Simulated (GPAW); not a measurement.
# W (Im-3m) in GPAW: single point with r2SCAN

Aim: the single point of W with r2SCAN.

Everything below comes from runs of GPAW 26.7.0. Logs are shortened: lines on timing, memory, paths and dates and some standing lists are left out, and cuts for length are marked. The log counts tension as positive stress, the text compression.

## Step 1: The cell of the first run

The structure is cubic, space group Im-3m (No. 229). The conventional cell has a = 3.122 Å, b = 3.122 Å, c = 3.122 Å, α = 90.00°, β = 90.00°, γ = 90.00°. W (site symmetry m-3m) is surrounded by 8 W at 2.70 Å.

## Step 2: Single point, r2SCAN (volume scaled by 0.96)

Contents of run.py:

```python
from ase.dft.bandgap import bandgap
from ase.io import read, write
from ase.units import GPa
from gpaw import GPAW, PW

atoms = read('W.cif')

calc = GPAW(mode=PW(450),
            xc='MGGA_X_R2SCAN+MGGA_C_R2SCAN',
            kpts={'size': (10, 10, 10), 'gamma': True},
            occupations={'name': 'fermi-dirac', 'width': 0.05},
            nbands=16,
            maxiter=120,
            txt='gpaw.txt')
atoms.calc = calc
energy = atoms.get_potential_energy()
forces = atoms.get_forces()
stress = atoms.get_stress()
calc.write('gs.gpw')
write('result.traj', atoms)
print(f'Energy: {energy:.6f} eV')
print('Forces (eV/A):')
print(forces.round(4))
print('Stress (GPa):', (stress / GPa).round(3))
print('Fermi level:', round(calc.get_fermi_level(), 4), 'eV')
print(f'Gap: {bandgap(calc)[0]:.4f} eV, direct: {bandgap(calc, direct=True)[0]:.4f} eV')
```

Contents of W.cif:

```cif
data_W
_cell_length_a 2.70366088
_cell_length_b 2.70366088
_cell_length_c 2.70366088
_cell_angle_alpha 109.47122063
_cell_angle_beta 109.47122063
_cell_angle_gamma 109.47122063
_space_group_name_H-M_alt 'P1'
_space_group_name_Hall 'P 1'
_space_group_IT_number 1
loop_
_space_group_symop_operation_xyz
'x,y,z'
loop_
_atom_site_label
_atom_site_type_symbol
_atom_site_symmetry_multiplicity
_atom_site_Wyckoff_symbol
_atom_site_fract_x
_atom_site_fract_y
_atom_site_fract_z
_atom_site_occupancy
W1 W 1 a 0.0000000000 0.0000000000 0.0000000000 1
```

Potentials or basis: GPAW PAW data sets (gpaw-data 1.2.1), pw.

On the command line:

```bash
$ OMP_NUM_THREADS=1 python run.py
```

gpaw.txt:

```text
__  _  _
 | _ |_)|_||  |
 |__||  | ||/\| - 26.7.0

Input parameters:
  mode=PW(ecut=450.00000000000006),
  kpts=MonkhorstPack(size=(10, 10, 10), gamma=True),
  maxiter=120,
  nbands=16,
  occupations=Occupations(name='fermi-dirac', width=0.05),
  xc=XC(name='MGGA_X_R2SCAN+MGGA_C_R2SCAN')

Diagonalizing LCAO Hamiltonian
Converting LCAO to pw mode

       W

Atoms  # Å, Bohr magnetons
|   | symbol |        x |        y |        z |    initial magnetic moments |
|---|--------|----------|----------|----------|-----------------------------|
| 0 |      W | 0.000000 | 0.000000 | 0.000000 | ( 0.0000,  0.0000,  0.0000) |

Unit cell  # Å
| periodic |         x |         y |        z |  lengths |     angles |
|----------|-----------|-----------|----------|----------|------------|
|      yes |  2.703661 |  0.000000 | 0.000000 | 2.703661 | 109.471221 |
|      yes | -0.901220 |  2.549036 | 0.000000 | 2.703661 | 109.471221 |
|      yes | -0.901220 | -1.274518 | 2.207530 | 2.703661 | 109.471221 |

Number of symmetries: 48
Symmetry operations  # r_c * U_cc + t_c -> r_c
|    | kind |            matrix            |
|----|------|------------------------------|
|  0 |  σ   |  1, 1, 1,  0, 0,-1,  0,-1, 0 |
|  1 |  C4  |  1, 1, 1,  0, 0,-1, -1, 0, 0 |
|  2 |  C2  |  1, 1, 1,  0,-1, 0,  0, 0,-1 |
|  3 |  S6  |  1, 1, 1,  0,-1, 0, -1, 0, 0 |
|  4 |  S6  |  1, 1, 1, -1, 0, 0,  0, 0,-1 |
|  5 |  C4  |  1, 1, 1, -1, 0, 0,  0,-1, 0 |
|  6 |  E   |  1, 0, 0,  0, 1, 0,  0, 0, 1 |
|  7 |  σ   |  1, 0, 0,  0, 1, 0, -1,-1,-1 |
|  8 |  σ   |  1, 0, 0,  0, 0, 1,  0, 1, 0 |
|  9 |  C3  |  1, 0, 0,  0, 0, 1, -1,-1,-1 |
| 10 |  C3  |  1, 0, 0, -1,-1,-1,  0, 1, 0 |
| 11 |  σ   |  1, 0, 0, -1,-1,-1,  0, 0, 1 |
| 12 |  σ   |  0, 1, 0,  1, 0, 0,  0, 0, 1 |
| 13 |  C2  |  0, 1, 0,  1, 0, 0, -1,-1,-1 |
| 14 |  C3  |  0, 1, 0,  0, 0, 1,  1, 0, 0 |
| 15 |  S4  |  0, 1, 0,  0, 0, 1, -1,-1,-1 |
| 16 |  S4  |  0, 1, 0, -1,-1,-1,  1, 0, 0 |
| 17 |  C3  |  0, 1, 0, -1,-1,-1,  0, 0, 1 |
| 18 |  C3  |  0, 0, 1,  1, 0, 0,  0, 1, 0 |
| 19 |  S4  |  0, 0, 1,  1, 0, 0, -1,-1,-1 |
| 20 |  σ   |  0, 0, 1,  0, 1, 0,  1, 0, 0 |
| 21 |  C3  |  0, 0, 1,  0, 1, 0, -1,-1,-1 |
| 22 |  C2  |  0, 0, 1, -1,-1,-1,  1, 0, 0 |
| 23 |  S4  |  0, 0, 1, -1,-1,-1,  0, 1, 0 |
| 24 |  C4  |  0, 0,-1,  1, 1, 1,  0,-1, 0 |
| 25 |  σ   |  0, 0,-1,  1, 1, 1, -1, 0, 0 |
| 26 |  S6  |  0, 0,-1,  0,-1, 0,  1, 1, 1 |
| 27 |  C2  |  0, 0,-1,  0,-1, 0, -1, 0, 0 |
| 28 |  C4  |  0, 0,-1, -1, 0, 0,  1, 1, 1 |
| 29 |  S6  |  0, 0,-1, -1, 0, 0,  0,-1, 0 |
| 30 |  S6  |  0,-1, 0,  1, 1, 1,  0, 0,-1 |
| 31 |  C4  |  0,-1, 0,  1, 1, 1, -1, 0, 0 |
| 32 |  C4  |  0,-1, 0,  0, 0,-1,  1, 1, 1 |
| 33 |  S6  |  0,-1, 0,  0, 0,-1, -1, 0, 0 |
| 34 |  σ   |  0,-1, 0, -1, 0, 0,  1, 1, 1 |
| 35 |  C2  |  0,-1, 0, -1, 0, 0,  0, 0,-1 |
| 36 |  C2  | -1, 0, 0,  1, 1, 1,  0, 0,-1 |
| 37 |  S6  | -1, 0, 0,  1, 1, 1,  0,-1, 0 |
| 38 |  S6  | -1, 0, 0,  0, 0,-1,  1, 1, 1 |
| 39 |  C2  | -1, 0, 0,  0, 0,-1,  0,-1, 0 |
| 40 |  C2  | -1, 0, 0,  0,-1, 0,  1, 1, 1 |
| 41 |  i   | -1, 0, 0,  0,-1, 0,  0, 0,-1 |
| 42 |  S4  | -1,-1,-1,  1, 0, 0,  0, 1, 0 |
| 43 |  C3  | -1,-1,-1,  1, 0, 0,  0, 0, 1 |
| 44 |  C3  | -1,-1,-1,  0, 1, 0,  1, 0, 0 |
| 45 |  σ   | -1,-1,-1,  0, 1, 0,  0, 0, 1 |
| 46 |  S4  | -1,-1,-1,  0, 0, 1,  1, 0, 0 |
| 47 |  C2  | -1,-1,-1,  0, 0, 1,  0, 1, 0 |

BZ-sampling:
  Number of BZ points: 1000
  Number of IBZ points: 47

  Monkhorst-Pack size: [10, 10, 10]
  Monkhorst-Pack shift: [0.05, 0.05, 0.05]

K-points  # in reciprocal-cell coordinates
|     |                                coordinates |     weight |
|-----|--------------------------------------------|------------|
|   0 | (  0.00000000,   0.00000000,   0.00000000) | 0.00100000 |
|   1 | (  0.10000000,   0.00000000,   0.00000000) | 0.01200000 |
|   2 | (  0.10000000,   0.10000000,  -0.10000000) | 0.00600000 |
|   3 | (  0.20000000,   0.00000000,  -0.10000000) | 0.02400000 |
|   4 | (  0.20000000,   0.00000000,   0.00000000) | 0.01200000 |
|   5 | (  0.20000000,   0.10000000,  -0.10000000) | 0.02400000 |
|   6 | (  0.20000000,   0.20000000,  -0.20000000) | 0.00600000 |
|   7 | (  0.30000000,  -0.10000000,  -0.10000000) | 0.00800000 |
|   8 | (  0.30000000,   0.00000000,  -0.10000000) | 0.04800000 |
|   9 | (  0.30000000,   0.00000000,   0.00000000) | 0.01200000 |
| ... |                                            |            |
|  46 | (  0.50000000,   0.50000000,   0.50000000) | 0.00100000 |

Plane wave coefficients: 370
Cutoff: 450.00000000000006 eV

Spin-components: 1 (collinear spins)
Bands:           16
Projectors:      6
Spin-degeneracy: 2
Datatype:        complex128

Parallelization:
  kpt:    1
  domain: 1
  band:   1

Density:
  Valence electrons: 14.0
  Components: 1
  Grid points: [14 14 14]
  Charge: 0.0  # |e|

Potential:
  Grid points: [14 14 14]

species:
  W:
    name:    Tungsten
    Z:       74.0
    valence: 14
    core:    60
    charge:  0.0  # [|e|]
    compensation charges:
      type: gauss
      rc: 0.40  # [Å]
      lmax: 2
    cutoffs:
      filter: 2.36  # [Å]
      core: 3.02  # [Å]
    projectors
    | kind |    occ | energy [eV] | rcut [Å] |
    |------|--------|-------------|----------|
    |   5s |  2.000 |     -78.830 |    1.344 |
    |   6s |  2.000 |      -5.697 |    1.344 |
    |   5p |  6.000 |     -43.233 |    1.355 |
    |   6p |  0.000 |      -1.367 |    1.355 |
    |   5d |  4.000 |      -4.494 |    1.228 |
    |    d |        |      22.717 |    1.228 |

    Using partial waves for W as LCAO basis

Reference energy: -438771.671655  # eV

eigensolver:
  PPCG
  Converge bands: occupied
  niter=2

density mixing:
  MSR1-Mixer
  Pratt-step length: 0.05
  Maximum mixing coefficient: 0.75
  Old densities: 10
  SVD Regularization: 0.005
  Good broyden scale: 1.0
  Trust region scale: 1.0
  Backstep threshold: 4.0
  History deletion threshold: 6.0
  Fourier metric: weight=20.0, sigma=0.015

occupation numbers:
  Fermi-Dirac:
    width: 0.0500  # eV

poisson solver:
  ecut: 3600.0000000000005  # eV

xc functional:
  name: MGGA_X_R2SCAN+MGGA_C_R2SCAN with 2 nearest neighbor stencil

convergence criteria:
- Maximum [total energy] change in last 3 cyles: 0.0005 eV / valence electron
- Maximum integral of absolute [dens]ity change: 0.0001 electrons / valence electron
- Maximum integral of absolute [eigenst]ate change: 4e-08 eV^2 / valence electron
maximum number of iterations: 120

SCF iterations
|iter     | |      energy | eigst |  dens |
|---------|-|-------------|-------|-------|
|iter:   1| |  -27.722855 | -0.15 |       |
|iter:   2| |  -25.333967 | -2.10 | -1.26 |
|iter:   3| |  -25.285370 | -2.52 | -1.31 |
|iter:   4| |  -25.288336 | -2.55 | -1.61 |
|iter:   5| |  -25.290445c| -3.94 | -2.45 |
|iter:   6| |  -25.290855c| -4.50 | -2.74 |
|iter:   7| |  -25.290855c| -7.13 | -3.76 |
|iter:   8| |  -25.290855c| -8.23c| -4.26c|

Converged in 8 steps
Energy contributions relative to reference atoms: (reference = -438771.671655)

Energy contributions:
  Kinetic:          21.536272
  Coulomb:         -21.730508
  Zero:             -0.003159
  External:          0.000000
  Xc:              -25.091260
  Entropy:          -0.004400
  Spinorbit:         0.000000
  ----------------------------
  Free energy:     -25.293055
  Extrapolated:    -25.290855

dipole moment: (-3.355923, -4.745992, -8.220299)  # |e|*Ang

Fermi level: 15.378
Eigenvalues  # (at kpt = [0.000, 0.000, 0.000])
| band index |      eig [eV] | occ [0-2] |
|------------|---------------|-----------|
|          0 |       -60.695 |     2.000 |
|          1 |       -23.733 |     2.000 |
|          2 |       -23.733 |     2.000 |
|          3 |       -23.733 |     2.000 |
|          4 |         4.927 |     2.000 |
|          5 |        13.829 |     2.000 |
|          6 |        13.833 |     2.000 |
|          7 |        13.834 |     2.000 |
|          8 |        17.838 |     0.000 |
|          9 |        17.841 |     0.000 |
|         10 |        30.920 |     0.000 |
|         11 |        30.920 |     0.000 |
|         12 |        30.920 |     0.000 |
|         13 |        43.854 |     0.000 |
|         14 |        43.855 |     0.000 |
|         15 |        48.044 |     0.000 |

No gap
No difference between direct/indirect transitions

Forces  # eV/Ang
|       x |        y |       z |
|---------|----------|---------|
| 0.00000 | -0.00000 | 0.00000 |  # W    0

Stress tensor  # eV/Ang^3
|         x |         y |         z |
|-----------|-----------|-----------|
| -0.104437 |  0.000000 |  0.000000 |
|  0.000000 | -0.104437 |  0.000000 |
|  0.000000 |  0.000000 | -0.104437 |

# Writing to gs.gpw (mode='')
```

It took 12 s on 1 thread of Arm Neoverse V2, shared host; peak memory 0.23 GiB.

Results:

```
Free energy            : -25.2931 eV
Pressure               : 16.7 GPa
Band gap on the k mesh : none (metal or under the smearing width)
```

Levels at points of the mesh, in eV from the Fermi level:
| k point | band 5 | band 6 | band 7 | band 8 | band 9 | band 10 |
| --- | --- | --- | --- | --- | --- | --- |
| (0.00, 0.00, 0.00) | -10.45 | -1.55 | -1.55 | -1.54 | 2.46 | 2.46 |
| (0.50, 0.50, 0.00) | -6.98 | -4.13 | 0.53 | 2.32 | 3.42 | 6.53 |
| (0.50, 0.50, 0.50) | -6.53 | -6.53 | 5.44 | 5.45 | 5.45 | 8.76 |

Caveat: the cutoff is short for stress and forces, so pressures can be off by a GPa or more; the PAW data sets were made with another functional, which shifts forces and pressure a little.
